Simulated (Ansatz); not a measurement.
**FeCo: energy and pressure over a range of volumes**

The task here is to estimate one member of a computed series from the others.

Program: Ansatz 0.2.0. Level of theory: DFT PBE, scalar-relativistic. These are calculated values, not measurements.

### Starting point

Symmetry: Pm-3m, No. 221, cubic system. Conventional cell: a = 2.857 Å, b = 2.857 Å, c = 2.857 Å, α = 90.00°, β = 90.00°, γ = 90.00°. Around Fe (site symmetry m-3m) lie 8 Co at 2.47 Å. Co (site symmetry m-3m) is surrounded by 8 Fe at 2.47 Å.

Coordinates:

```xyz
2
Lattice="2.8570 0.0000 0.0000 0.0000 2.8570 0.0000 0.0000 0.0000 2.8570" Properties=species:S:1:pos:R:3 pbc="T T T"
Fe    1.4285    1.4285    1.4285
Co    0.0000    0.0000    0.0000
```

The cell is a deposited one (Crystallography Open Database entry 9004229); the temperature and pressure of the measurement aren't taken into account, and nothing was relaxed.

Atoms are numbered in the order of the input: Fe1, Co2.

The first run:

input.yaml

```yaml
crystal:
  lattice:
    - [2.8085669146, 0.0, 0.0]
    - [0.0, 2.8085669146, 0.0]
    - [0.0, 0.0, 2.8085669146]
  atoms:
    - { symbol: Fe, position: [0.5, 0.5, 0.5], spin: 3.0 }
    - { symbol: Co, position: [0.0, 0.0, 0.0], spin: 2.0 }
magnetization:
  spin_polarized: true
kpoints:
  mp_grid: { grid: [13, 13, 13] }
scf:
  occupations: { method: fermi_dirac, width: 0.05 }
hamiltonian:
  xc: pbe
  pseudopotentials: { kind: all_electron, lapw: { basis_error: 0.00025 } }
output:
  forces: true
  stress: true
  eigenvalues: true
```

Steps of the session up to this table: Volume × 0.95, LAPW; Volume × 0.95, PAW; Volume × 0.95, crystal datasets; Volume × 0.975, LAPW; Volume × 0.975, PAW; Volume × 1.025, LAPW; Volume × 1.025, PAW; Volume × 1.05, LAPW; Volume × 1.05, PAW; Volume × 1.05, crystal datasets.

One table of the session follows, with a row left open; its other results are not shown here.

It belongs to the step «Fits». 

| method | volume (Å³/atom) | moment Fe1 (μB) | moment Co2 (μB) |
| --- | --- | --- | --- |
| LAPW | 11.077 | 2.77 | 1.80 |
| LAPW | 11.369 | 2.81 | 1.81 |
| LAPW | 11.660 | 2.85 | 1.82 |
| LAPW | 11.952 | 2.88 | 1.83 |
| LAPW | 12.243 | 2.90 | 1.83 |
| PAW | 11.077 | 2.75 | 1.82 |
| PAW | 11.369 | 2.79 | 1.83 |
| PAW | 11.660 | 2.82 | 1.84 |
| PAW | 11.952 | 2.86 | 1.84 |
| PAW | 12.243 | ? | ? |
| crystal datasets | 11.077 | 2.75 | 1.82 |
| crystal datasets | 11.660 | 2.83 | 1.84 |
| crystal datasets | 12.243 | 2.89 | 1.85 |

Q: Estimate the row for PAW, 12.243 from the others.

The run gave: moment Fe1 (μB): 2.88; moment Co2 (μB): 1.85.

Limits of these values: Other magnetic orders may lie lower; this is the state that the run reached. Warnings in the runs' records: crystal datasets made.
